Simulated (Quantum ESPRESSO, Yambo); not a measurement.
# GaN (honeycomb monolayer): G0W0 on several meshes in Yambo, part 2 of 2

Wanted: mesh dependence and cost of G0W0 for GaN (honeycomb monolayer).

Quantum ESPRESSO 7.5 and Yambo 5.3.0; PBE and many-body steps on it, plane waves. Known limits of the many-body steps: not at the basis limit; no spin-orbit coupling.

So far. Step 4 (3×3×1): The gap on the mesh goes from 2.16 eV to 4.04 eV, a correction of +1.88 eV. Step 5 (Empty states on the mesh, 6×6×1 mesh, 74 bands): On this mesh the gap is 2.161 eV.

### 7. 6×6×1

This step: G0W0 on PBE, plane waves, norm-conserving pseudopotentials.

gw15.in

```
HF_and_locXC
gw0
dyson
ppa
em1d
rim_cut
rim_w
RandQpts= 3000000
RandGvec= 100 RL
CUTGeo= "slab z"
RandGvecW= 5 RL
EXXRLvcs= 104 Ry
VXCRLvcs= 416 Ry
Chimod= "HARTREE"
% BndsRnXp
 1 | 74 |
%
NGsBlkXp= 6 Ry
% LongDrXp
 1 | 1 | 0 |
%
% GbndRnge
 1 | 74 |
%
DysSolver= "n"
ExtendOut
PPAPntXp= 27.21138 eV
% QPkrange
 7 | 7 | 12 | 15 |
 1 | 1 | 12 | 15 |
%
```

On the command line:

```console
$ OMP_NUM_THREADS=2 mpirun -n 4 yambo -F gw15.in -J gw15 -C gw15 > gw15.log
```

Log:

```text
 Yambo, version 5.3.0

 [02] CORE Variables Setup
 =========================

  [... cell, symmetries and grids as in the set-up ...]

  [02.05] Energies & Occupations
  ==============================

  [X] === General ===
  [X] Electronic Temperature                        :  0.000000  0.000000 [eV K]
  [X] Bosonic    Temperature                        :  0.000000  0.000000 [eV K]
  [X] Finite Temperature mode                       : no
  [X] El. density                                   :  0.20763E+24 [cm-3]
  [X] Fermi Level                                   : -2.261717 [eV]

  [X] === Gaps and Widths ===
  [X] Conduction Band Min                           :  2.161126 [eV]
  [X] Valence Band Max                              :  0.000000 [eV]
  [X] Filled Bands                                  :  13
  [X] Empty Bands                                   :   14   74
  [X] Direct Gap                                    :  2.483804 [eV]
  [X] Direct Gap localized at k                     :  1
  [X] Indirect Gap                                  :  2.161126 [eV]
  [X] Indirect Gap between kpts                     :   7   1
  [X] Last valence band width                       :  1.380922 [eV]
  [X] 1st conduction band width                     :  2.916470 [eV]

 [03] Transferred momenta grid and indexing
 ==========================================

 IBZ Q-points                                      :   7
 BZ  Q-points                                      :   36

 K/Q-points units:
 rlu = crystal or reduced units; cc = cartesian coordinates; iku = interal k-units

 Q [1]          [rlu]:  0.000000  0.000000  0.000000
 Q [2]          [rlu]:  0.11629E-16  0.16667       0.0000
 Q [3]          [rlu]:  0.23257E-16  0.33333       0.0000
[...]
[09.02] RIM-W integrals
  =======================

  8 x (sBL volume)        :  0.065231 [a.u.]
  sBZ random points       :  3000000
  Points outside the sBZ  :  24001124
  RL volume               :  0.293538 [a.u.]
  Integrated volume       :  0.293524 [a.u.]

  [09.03] RIM integrals
  =====================

  Comparison between head Wc = W - v averages: < Wc > [au] RIM-W/RIM

   < -Wc [Q = 1] > 0.209057E-1 0.133740E-4 * < -Wc [Q = 2] > 0.003562 0.003367
   < -Wc [Q = 3] > 0.594037E-3 0.579086E-3 * < -Wc [Q = 4] > 0.188596E-3 0.185712E-3
   < -Wc [Q = 5] > 0.885544E-3 0.859349E-3 * < -Wc [Q = 6] > 0.275321E-3 0.271257E-3
   < -Wc [Q = 7] > 0.127839E-3 0.126883E-3

  Comparison between head Wc = W - v averages: < Wc > [au] RIM-W/RIM

   < -Wc [G = 1,G`=0] > 0.209057E-1 0.133740E-4 * < -Wc [G = 2,G`=0] >-0.001961 0.000000
   < -Wc [G = 3,G`=0] >-0.001961 0.000000 * < -Wc [G = 4,G`=0] > 0.173550E-3  0.00000
   < -Wc [G = 5,G`=0] > 0.173550E-3  0.00000

 [10] G0W0 (W PPA)
 =================

 [  GW  ] Bands range     :    1   74
 [GW/PPA] G damping       :  0.100000 [eV]

 QP @ state[ 1 ] K range:  1  1
 QP @ state[ 1 ] b range:  12  15
 QP @ state[ 2 ] K range:   7   7
 QP @ state[ 2 ] b range:  12  15

  Sc/G bands                                       :    1   74
  Sc/G damping                                     :  0.100000 ev
  Sc bands terminator                              : no
  Sx RL components                                 :  15037

  QP @ state[ 1 ] K range                          :  1  1
  QP @ state[ 1 ] b range                          :  12  15
  QP @ state[ 2 ] K range                          :   7   7
  QP @ state[ 2 ] b range                          :  12  15
  GF energies kind                                 : Perdew, Burke & Ernzerhof(X)+Perdew, Burke & Ernzerhof(C)
  GF WF`s kind                                     : Perdew, Burke & Ernzerhof(X)+Perdew, Burke & Ernzerhof(C)
  Xs energies kind                                 : Perdew, Burke & Ernzerhof(X)+Perdew, Burke & Ernzerhof(C)
  Xs WF`s kind                                     : Perdew, Burke & Ernzerhof(X)+Perdew, Burke & Ernzerhof(C)

 [14] Game Over & Game summary
```

Elapsed: 64 s, on 4 MPI ranks of Arm Neoverse V1, shared host; peak memory 2.3 GiB.

Numbers from this step:

```yaml
g0w0_gap_on_the_points_computed: 4.122 eV
starting_gap_on_the_mesh: 2.161 eV
k_of_the_valence_top: 0.3333, 0.3333, 0
k_of_the_conduction_bottom: 0, 0, 0
least_direct_g0w0_gap_on_the_computed_points: 4.356 eV
z_at_the_valence_top: 0.7722
z_at_the_conduction_bottom: 0.8306
```

Against G0W0 in Yambo (3×3×1 mesh, 74 bands, screening to 81.6 eV, Godby-Needs plasmon pole), the gap moves by +0.082 eV.

### 8. Empty states on the mesh, 12×12×1 mesh, 74 bands

This step: Quantum ESPRESSO 7.5; DFT, PBE, plane waves, norm-conserving pseudopotentials.

pw.in

```
&control
  calculation = 'nscf'
  prefix = 'x'
  outdir = 'o'
  pseudo_dir = 'pseudo'
/
&system
  ibrav = 0
  nat = 2
  ntyp = 2
  ecutwfc = 104.0
  nbnd = 74
  force_symmorphic = .true.
/
&electrons
  conv_thr = 1e-9
  electron_maxstep = 80
  diago_full_acc = .true.
  diago_thr_init = 5e-6
/
ATOMIC_SPECIES
  Ga 69.723 Ga.upf
  N 14.007 N.upf
CELL_PARAMETERS angstrom
  3.2137349432 0.0000000002 0.0000000000
  -1.6068674718 2.7831761017 0.0000000000
  0.0000000000 0.0000000000 14.0000000000
ATOMIC_POSITIONS crystal
  Ga 0.3333333333 0.6666666667 0.5000451249
  N 0.6666666667 0.3333333333 0.4999548751
K_POINTS automatic
  12 12 1 0 0 0
```

On the command line:

```console
$ OMP_NUM_THREADS=1 mpirun -n 8 pw.x -nk 4 -in pw.in > pw.out
```

Log:

```text
[banner, memory and clock lines left out]
Program PWSCF v.7.5 starts

     Atomic positions and unit cell read from directory:
     o/x.save/

     Message from routine setup:
     using ibrav=0 with symmetry is DISCOURAGED, use correct ibrav instead

     bravais-lattice index     =            0
     lattice parameter (alat)  =       6.0731  a.u.
     unit-cell volume          =     845.0363 (a.u.)^3
     number of atoms/cell      =            2
     number of atomic types    =            2
     number of electrons       =        26.00
[...]
31.4541  31.4541

          k =-0.0000 0.0962 0.0000 ( 15077 PWs)   bands (ev):

[...]
31.7615  32.9568

          k =-0.0000 0.1925 0.0000 ( 15121 PWs)   bands (ev):

[...]
27.2078  27.3268  27.7207  28.1422  28.5573  28.7797  29.1979  29.3793
    29.4773  29.8808  30.0375  30.0850  30.6604  31.2297  31.2561  32.4723
    32.7348  33.6518

          k =-0.0000 0.2887 0.0000 ( 15141 PWs)   bands (ev):

     [... further k-points ...]

     highest occupied, lowest unoccupied level (ev):    -2.2617   -0.1006

     XML data file, pseudopotentials, collected wavefunctions
```

Run time: 21 s. Hardware: 8 MPI ranks; peak memory 0.83 GiB.

This step gave:

* gap: 2.161 eV
* k of the valence top: 0.3333, 0.3333, 0
* k of the conduction bottom: 0, 0, 0
* least direct gap: 2.484 eV
* k points computed: 19
* lowest point of the top converged band, above the valence top: 33.72 eV

On this mesh the gap is 2.161 eV.

### 9. Conversion and set-up

This step: Yambo 5.3.0; conversion and set-up on PBE, plane waves, norm-conserving pseudopotentials.

On the command line:

```console
$ (cd o/x.save; p2y > p2y.log; mv SAVE ../..); yambo > setup.log
```

Log:

```text
 Yambo, version 5.3.0

 [02] CORE Variables Setup
 =========================

  [02.01] Unit cells
  ==================

  Cell kind             :  HCP
  Atoms in the cell     :  Ga  N
  number of Ga atoms    :  1
  number of N  atoms    :  1

  List of atomic masses
  Mass of Ga    :  69.72300
  Mass of N     :  14.00700

  List of atomic coordinates    : [cc]
  Ga1       : -0.55562E-09   3.5063       13.229      order 1
  N1       :   3.03654   1.75315  13.22689  order 2

  Alat factors          :   6.07308   5.25944  26.45617 [a.u.]
  Direct lattice volume :  845.0363 [a.u.]
[...]
rlu = crystal or reduced units; cc = cartesian coordinates; iku = interal k-units

 Q [ 1]         [rlu]:  0.000000  0.000000  0.000000
 Q [ 2]         [rlu]:  0.58143E-17  0.83333E-01   0.0000
 Q [ 3]         [rlu]:  0.11629E-16  0.16667       0.0000
[...]
Q [ 8]         [rlu]:  0.083333  0.083333  0.000000
 Q [ 9]         [rlu]:  0.083333  0.166667  0.000000
 Q [10]         [rlu]:  0.083333  0.250000  0.000000
     [... 7 further rows ...]
 Q [18]         [rlu]:  0.250000  0.333333  0.000000
 Q [19]         [rlu]:  0.333333  0.333333  0.000000

  [03.01] X indexes
  =================

   [03.01.01] Sigma indexes
   ========================

 [06] Game Over & Game summary
```

Elapsed: 4.2 s, on 1 MPI rank; peak memory 0.28 GiB.

### 10. 12×12×1

This step: G0W0 on PBE, plane waves, norm-conserving pseudopotentials.

gw16.in, as its differences from gw15.in of step 7:

```diff
@@ -28,3 +28,3 @@
 % QPkrange
- 7 | 7 | 12 | 15 |
+ 19 | 19 | 12 | 15 |
  1 | 1 | 12 | 15 |
```

On the command line:

```console
$ OMP_NUM_THREADS=2 mpirun -n 4 yambo -F gw16.in -J gw16 -C gw16 > gw16.log
```

Log:

```text
 Yambo, version 5.3.0

 [02] CORE Variables Setup
 =========================

  [... cell, symmetries and grids as in the set-up ...]

  [02.05] Energies & Occupations
  ==============================

  [X] === General ===
  [X] Electronic Temperature                        :  0.000000  0.000000 [eV K]
  [X] Bosonic    Temperature                        :  0.000000  0.000000 [eV K]
  [X] Finite Temperature mode                       : no
  [X] El. density                                   :  0.20763E+24 [cm-3]
[...]
QP @ state[ 1 ] b range                          :  12  15
  QP @ state[ 2 ] K range                          :  19  19
  QP @ state[ 2 ] b range                          :  12  15
  GF energies kind                                 : Perdew, Burke & Ernzerhof(X)+Perdew, Burke & Ernzerhof(C)
  GF WF`s kind                                     : Perdew, Burke & Ernzerhof(X)+Perdew, Burke & Ernzerhof(C)
  Xs energies kind                                 : Perdew, Burke & Ernzerhof(X)+Perdew, Burke & Ernzerhof(C)
  Xs WF`s kind                                     : Perdew, Burke & Ernzerhof(X)+Perdew, Burke & Ernzerhof(C)

 [14] Game Over & Game summary
```

Run time: 7.6 min. Hardware: 4 MPI ranks; peak memory 4.2 GiB; 47 min of CPU time.

Numbers from this step:

- G0W0 gap on the points computed: 4.065 eV
- starting gap on the mesh: 2.161 eV
- k of the valence top: 0.3333, 0.3333, 0
- k of the conduction bottom: 0, 0, 0
- least direct G0W0 gap on the computed points: 4.278 eV

Against G0W0 in Yambo (3×3×1 mesh, 74 bands, screening to 81.6 eV, Godby-Needs plasmon pole), the gap moves by +0.026 eV.

### 11. Empty states on the mesh, 15×15×1 mesh, 74 bands

This step: Quantum ESPRESSO 7.5; DFT, PBE, plane waves, norm-conserving pseudopotentials.

Changes to pw.in since step 8:

```diff
@@ -31,2 +31,2 @@
 K_POINTS automatic
-  12 12 1 0 0 0
+  15 15 1 0 0 0
```

On the command line:

```console
$ OMP_NUM_THREADS=1 mpirun -n 8 pw.x -nk 4 -in pw.in > pw.out
```

Log:

```text
[banner, memory and clock lines left out]
Program PWSCF v.7.5 starts

     Atomic positions and unit cell read from directory:
     o/x.save/

     Message from routine setup:
     using ibrav=0 with symmetry is DISCOURAGED, use correct ibrav instead

     bravais-lattice index     =            0
     lattice parameter (alat)  =       6.0731  a.u.
     unit-cell volume          =     845.0363 (a.u.)^3
     number of atoms/cell      =            2
     number of atomic types    =            2
     number of electrons       =        26.00
[...]
31.4541  31.4541

          k =-0.0000 0.0770 0.0000 ( 15071 PWs)   bands (ev):

[...]
31.6141  32.5980

          k =-0.0000 0.1540 0.0000 ( 15095 PWs)   bands (ev):

[...]
26.8706  27.1530  27.4675  27.9908  28.0674  28.5288  28.8347  28.9244
    29.0909  29.1262  29.2115  29.2437  30.4077  31.1056  31.2091  32.0040
    32.1322  33.5820

          k =-0.0000 0.2309 0.0000 ( 15145 PWs)   bands (ev):

     [... further k-points ...]

     highest occupied, lowest unoccupied level (ev):    -2.2617   -0.1006

     XML data file, pseudopotentials, collected wavefunctions
```

Run time: 28 s. Hardware: 8 MPI ranks; peak memory 0.82 GiB; 3.8 min of CPU time.

Numbers from this step:

```yaml
gap: 2.161 eV
k_of_the_valence_top: 0.3333, 0.3333, 0
k_of_the_conduction_bottom: 0, 0, 0
least_direct_gap: 2.484 eV
k_points_computed: 27
lowest_point_of_the_top_converged_band_above_the_valence_top: 33.72 eV
```

On this mesh the gap is 2.161 eV.

### 12. Conversion and set-up

This step: Yambo 5.3.0; conversion and set-up on PBE, plane waves, norm-conserving pseudopotentials.

On the command line:

```console
$ (cd o/x.save; p2y > p2y.log; mv SAVE ../..); yambo > setup.log
```

Log:

```text
 Yambo, version 5.3.0

 [02] CORE Variables Setup
 =========================

  [02.01] Unit cells
  ==================

  Cell kind             :  HCP
  Atoms in the cell     :  Ga  N
  number of Ga atoms    :  1
  number of N  atoms    :  1

  List of atomic masses
  Mass of Ga    :  69.72300
  Mass of N     :  14.00700

  List of atomic coordinates    : [cc]
  Ga1       : -0.55562E-09   3.5063       13.229      order 1
  N1       :   3.03654   1.75315  13.22689  order 2

  Alat factors          :   6.07308   5.25944  26.45617 [a.u.]
  Direct lattice volume :  845.0363 [a.u.]
[...]
rlu = crystal or reduced units; cc = cartesian coordinates; iku = interal k-units

 Q [ 1]         [rlu]:  0.000000  0.000000  0.000000
 Q [ 2]         [rlu]:  0.46514E-17  0.66667E-01   0.0000
 Q [ 3]         [rlu]:  0.93028E-17  0.13333       0.0000
[...]
Q [ 8]         [rlu]:  0.32560E-16  0.46667       0.0000
 Q [ 9]         [rlu]:  0.066667  0.066667  0.000000
 Q [10]         [rlu]:  0.066667  0.133333  0.000000
     [... 15 further rows ...]
 Q [26]         [rlu]:  0.266667  0.333333  0.000000
 Q [27]         [rlu]:  0.333333  0.333333  0.000000

  [03.01] X indexes
  =================

   [03.01.01] Sigma indexes
   ========================

 [06] Game Over & Game summary
```

It took 5 s on 1 MPI rank; peak memory 0.29 GiB.

### 13. 15×15×1

This step: G0W0 on PBE, plane waves, norm-conserving pseudopotentials.

gw17.in, as its differences from gw16.in of step 10:

```diff
@@ -28,3 +28,3 @@
 % QPkrange
- 19 | 19 | 12 | 15 |
+ 27 | 27 | 12 | 15 |
  1 | 1 | 12 | 15 |
```

On the command line:

```console
$ OMP_NUM_THREADS=2 mpirun -n 4 yambo -F gw17.in -J gw17 -C gw17 > gw17.log
```

Log:

```text
 Yambo, version 5.3.0

 [02] CORE Variables Setup
 =========================

  [... cell, symmetries and grids as in the set-up ...]

  [02.05] Energies & Occupations
  ==============================

  [X] === General ===
  [X] Electronic Temperature                        :  0.000000  0.000000 [eV K]
  [X] Bosonic    Temperature                        :  0.000000  0.000000 [eV K]
  [X] Finite Temperature mode                       : no
  [X] El. density                                   :  0.20763E+24 [cm-3]
[...]
QP @ state[ 1 ] b range                          :  12  15
  QP @ state[ 2 ] K range                          :  27  27
  QP @ state[ 2 ] b range                          :  12  15
  GF energies kind                                 : Perdew, Burke & Ernzerhof(X)+Perdew, Burke & Ernzerhof(C)
  GF WF`s kind                                     : Perdew, Burke & Ernzerhof(X)+Perdew, Burke & Ernzerhof(C)
  Xs energies kind                                 : Perdew, Burke & Ernzerhof(X)+Perdew, Burke & Ernzerhof(C)
  Xs WF`s kind                                     : Perdew, Burke & Ernzerhof(X)+Perdew, Burke & Ernzerhof(C)

 [14] Game Over & Game summary
```

Elapsed: 16 min, on 4 MPI ranks; peak memory 5.5 GiB; 1.7 h of CPU time.

This step gave:

* G0W0 gap on the points computed: 4.058 eV
* starting gap on the mesh: 2.161 eV
* k of the valence top: 0.3333, 0.3333, 0
* k of the conduction bottom: 0, 0, 0
* least direct G0W0 gap on the computed points: 4.270 eV

Against G0W0 in Yambo (3×3×1 mesh, 74 bands, screening to 81.6 eV, Godby-Needs plasmon pole), the gap moves by +0.019 eV.

### 14. The runs together

Times are wall times on 4 MPI ranks of Arm Neoverse V1, shared host, good to a factor of about two.

```csv
run,mesh,bands,screening cutoff (eV),DFT gap (eV),gap on the mesh (eV),direct (eV),time
3×3×1,3×3×1,74,81.6,2.161,4.040,4.347,21 s
6×6×1,6×6×1,74,81.6,2.161,4.122,4.356,64 s
12×12×1,12×12×1,74,81.6,2.161,4.065,4.278,7.6 min
15×15×1,15×15×1,74,81.6,2.161,4.058,4.270,16 min
```

### 15. Summary of results

```yaml
3x3x1: 4.040 eV
6x6x1: 4.122 eV
12x12x1: 4.065 eV
15x15x1: 4.058 eV
known_limits: not at the basis limit; no spin-orbit coupling
```

In words: 6×6×1: +0.082 eV against 3×3×1. 12×12×1: +0.026 eV against 3×3×1. 15×15×1: +0.019 eV against 3×3×1. Bands and cutoff are finite, so the gap is not at the basis limit. The miss can reach some tenths of an eV and take either sign; the mesh is an error of its own. In the G0W0 runs levels were corrected at 2 k points alone, so a gap called «on the mesh» is the least over those, and an edge elsewhere would be missed. The many-body steps are scalar-relativistic: spin-orbit coupling is not in them.

[Paths, hosts, dates, memory and timing lines, banners, echoed tables and standing remarks are left out of the program output.]

[Logs are printed without paths, hosts, clocks, repeated set-up lines and the standing remarks that a program may print on its own settings, such as how far it seeks lower states.]

[Runs of the session that timed out or met a known fault of the program may be left out.]

[Hosts, paths, dates, database ids (printed as entryN), source tags and the programs' standing remarks are cut or masked in the printed files.]
